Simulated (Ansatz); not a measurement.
Crystal: CdTe.

```
Te Cd
1.0
     0.00000    3.20500    3.20500
     3.20500    0.00000    3.20500
     3.20500    3.20500    0.00000
Te Cd
1 1
Direct
  0.75000 0.75000 0.75000
  0.00000 0.00000 0.00000
```

Below is the output of Ansatz 0.2.0 for this cell. Logs are shortened: lines on timing, memory, paths and dates and some standing lists are left out, and cuts for length are marked.

```text
Warning: RAYON_NUM_THREADS=2 ignored (pool sized by the plan → 2); use --threads N
Engine: ansatz 0.2.0, x86_64-unknown-linux-gnu
Pseudopotentials: kind: paw
Pseudopotential: Te, paw, valence charge 16, recommended cutoff 420 eV (normal), Te.paw.azcp
Pseudopotential: Cd, paw, valence charge 20, recommended cutoff 420 eV (normal), Cd.paw.azcp
Functional definition: PBEsol
  exchange = pbesol_x
  correlation = pbesol_c
Crystal: 2 atoms, lattice volume = 65.844 Å³
Basis set: ecut = 420 eV, 1243 PW (Γ), exchange–correlation on 64×64×64 points (8 copies of the dense FFT grid, shifted against one another)
Bands: 22, of which v1, the nominal top of the filled ones, is band 18 counted from 1 (17 counted from 0)
Symmetry: 24 space group operations
Space group: F-43m (ITA 216), of the structure as read, at distance tolerance 4.0e-5 Å
k-points: 10 of 125 (time reversal used)
Non-local potential: Te, projectors of the file, l = 0: 2, l = 1: 2, l = 2: 2, l = 3: 2
Non-local potential: Cd, projectors of the file, l = 0: 3, l = 1: 2, l = 2: 2, l = 3: 1
PAW form: soft (Blöchl's): semilocal exchange-correlation on the pseudo side does not see the compensation charge
PAW frozen core: Te, regenerated for the run's functional, and the local potential with it (the file was generated under x = pbe(κ = 0.804, μ = 0.2195149727645171), c = pbe(β = 0.06672455060314922))
PAW frozen core: Cd, regenerated for the run's functional, and the local potential with it (the file was generated under x = pbe(κ = 0.804, μ = 0.2195149727645171), c = pbe(β = 0.06672455060314922))
PAW one-centre angular grid: Te, 590 points (default); XC on 64 Gauss nodes
PAW one-centre angular grid: Cd, 590 points (default); XC on 64 Gauss nodes
Initial density: superposition of atomic densities (neutral atoms: chi_scale 0, normalization atom), corrected by the library's trained network
[... 141 lines left out ...]
  atom   2  Cd    -0.00000000     0.00000000     0.00000000
  max |Σ_I F_I| component: 1.20e-16 eV/Å
--- Stress (GPa, compression-positive) ---
        1.741043      -0.000000      -0.000000
       -0.000000       1.741043       0.000000
       -0.000000       0.000000       1.741043
  P = ⅓ Tr σ = 1.7410 GPa (17.410 kbar)
--- Band table (eV; the first three rows and the last of 10) ---
  k-point 0: bands = ["-94.2752", "-55.3686", "-55.3686", "-55.3686", "-28.2404", "-28.2404", "-28.2404", "-28.2307", "-28.2307", "-3.6016", "-0.5723", "-0.5723", "-0.5723", "-0.2825", "-0.2825", "7.8076", "7.8076", "7.8076", "8.5598", "12.3435", "12.3435", "12.3435"]
  k-point 1: bands = ["-94.2752", "-55.3686", "-55.3686", "-55.3686", "-28.2405", "-28.2403", "-28.2403", "-28.2307", "-28.2307", "-3.4499", "-0.5440", "-0.5440", "-0.4467", "-0.2840", "-0.2840", "5.5684", "7.4752", "7.4752", "9.7417", "12.6826", "12.8002", "12.8002"]
  k-point 2: bands = ["-94.2752", "-55.3687", "-55.3686", "-55.3686", "-28.2406", "-28.2401", "-28.2401", "-28.2306", "-28.2306", "-3.2042", "-0.5069", "-0.5069", "-0.2758", "-0.2758", "-0.0346", "3.5011", "7.0409", "7.0409", "9.6166", "12.9685", "12.9685", "14.5647"]
  k-point 9: bands = ["-94.2752", "-55.3687", "-55.3686", "-55.3686", "-28.2406", "-28.2402", "-28.2398", "-28.2307", "-28.2303", "-3.0640", "-0.4467", "-0.4405", "-0.3241", "-0.2746", "0.2297", "3.5340", "5.2851", "5.9500", "11.7437", "12.0747", "13.0821", "15.4157"]
--- Elastic constants: 2 strain directions × 2 members + reference (group order 24) ---
  dense FFT box of the reference and of every strained cell: 32×32×32
  strains applied: 11, 23; error gains: componentwise 1.00 (the most a stress slope's error grows in a printed constant), spectral 1.73 (1 for all six strains in a standard setting)
  C = ∂σ_k/∂η_j (tension-positive GPa; Voigt order 11 22 33 23 13 12):
        60.026     44.178     44.178     -0.000     -0.000     -0.000
        44.178     60.026     44.178     -0.000      0.000      0.000
        44.178     44.178     60.026     -0.000      0.000      0.000
        -0.000      0.000      0.000     19.213      0.000     -0.000
        -0.000     -0.000      0.000     -0.000     19.213     -0.000
         0.000     -0.000     -0.000     -0.000     -0.000     19.213
  reference stress σ⁰ (GPa):     -1.741     -1.741     -1.741     -0.000      0.000      0.000
  C* (energy form; C + prestress term) asymmetry max|C*_kj − C*_jk| = 2.842e-14 GPa — a small one proves nothing (zero by symmetry where the batch's group is 432, −43m or m−3m); a large one is finite-difference/SCF noise where every solve meets its electron count
  moduli (Voigt/Reuss/Hill, GPa): K = 49.46/49.46/49.46   G = 14.70/12.24/13.47   E = 37.04   ν = 0.375
  mechanically stable: yes (min eigenvalue of sym C = 15.85 GPa)
  strain η (Voigt 11):  stress-route row diagonal C_11 = 60.03 GPa, energy-path curvature d²(F+E_count+ΔE)/dδ²/Ω₀ = 60.17 GPa
         δ    σ_11 (GPa)             F (eV)   n_scf  n_hpsi   n_pw
    -2.000e-3      -1.8615      -15086.3091010       8    7097   1307   relax 0 steps, max|allowed force component| 3.47e-17 eV/Å
     2.000e-3      -1.6214      -15086.3119591       8    6953   1307   relax 0 steps, max|allowed force component| 3.47e-17 eV/Å
  strain η (Voigt 23):  stress-route row diagonal C_44 = 19.21 GPa, energy-path curvature d²(F+E_count+ΔE)/dδ²/Ω₀ = 20.21 GPa
         δ    σ_23 (GPa)             F (eV)   n_scf  n_hpsi   n_pw
    -2.000e-3      -0.0384      -15086.3105624       3    6152   1307   relax 3 steps, max|allowed force component| 1.30e-7 eV/Å
     2.000e-3       0.0384      -15086.3105624       3    6122   1307   relax 2 steps, max|allowed force component| 3.73e-7 eV/Å
```

Task: What input gives this log?

Result: Elastic constants with PBEsol, no spin polarisation. The files as run (others can give the same):

input.yaml
```yaml
crystal:
  lattice:
    - [0.0, 3.205, 3.205]
    - [3.205, 0.0, 3.205]
    - [3.205, 3.205, 0.0]
  atoms:
    - { symbol: Te, position: [0.75, 0.75, 0.75] }
    - { symbol: Cd, position: [0.0, 0.0, 0.0] }
hamiltonian:
  xc: pbesol
  pseudopotentials: { kind: paw }
kpoints:
  mp_grid: { grid: [5, 5, 5] }
scf:
  occupations: { method: fixed }
output:
  forces: true
  stress: true
elastic:
  mode: relaxed_ion
  stencil: two_point
```

Potentials or basis: Ansatz PAW.
Command:
```bash
$ ansatz run input.yaml --threads 2 --pin off --max-ram 5632MiB --backend cpu --events-out ev --progress --plain --runs-dir out
```

Caveat: odd divisions of the mesh miss points on the zone boundary, where band edges often lie, so the gap on the mesh can be too wide; spin-orbit coupling is left out, which moves the levels of the heavy elements; the PAW data sets come from PBE, with cores solved anew for the run's functional, which leaves a small shift of forces and pressure.
